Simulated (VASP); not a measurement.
Input of a VASP 6.6.1 run:

Contents of INCAR:

```
SYSTEM = MnAs
  PREC = Accurate
  ENCUT = 520
  EDIFF = 1E-6
  ISMEAR = 0
  SIGMA = 0.1
  LREAL = .FALSE.
  LASPH = .TRUE.
  NELM = 150
  ALGO = Fast
  ISIF = 2
  LWAVE = .FALSE.
  LCHARG = .FALSE.
  ISPIN = 2
  MAGMOM = 4 4 0 0
  LORBIT = 11
  LMAXMIX = 4
  GGA = PS
  NBANDS = 30
```

The input KPOINTS:

```
Automatic mesh
0
G
  6 6 4
  0 0 0
```

The input POSCAR:

```
MnAs
1.0
    3.7474839740      0.0000000000      0.0000000000
   -1.8737419870      3.2454163217      0.0000000000
    0.0000000000      0.0000000000      5.7162292751
Mn As
2 2
Direct
    0.0000000000      0.0000000000      0.0000000000
    0.0000000000      0.0000000000      0.5000000000
    0.6666666700      0.3333333300      0.7500000000
    0.3333333300      0.6666666700      0.2500000000
```

Potentials or basis: VASP PAW PBE potentials, release 64 (Mn_pv, As).

Command:

```console
$ cat potpaw_PBE.64/Mn_pv/POTCAR potpaw_PBE.64/As/POTCAR > POTCAR
$ mpirun -np 1 vasp_std > vasp.out
```

Question: Estimate the net moment.

Answer: 6.39 μB per cell.

Question: What does it give for the site moments?

Answer: Mn +3.25; As -0.13 μB.

Question: Estimate the pressure.

Answer: -9.6 GPa.

Stress tensor (GPa, compression positive):
```
 -8.76   0.00   0.00
  0.00  -8.76   0.00
  0.00   0.00 -11.20
```

Caveat: the PAW data sets were made with another functional, which shifts forces and pressure a little.
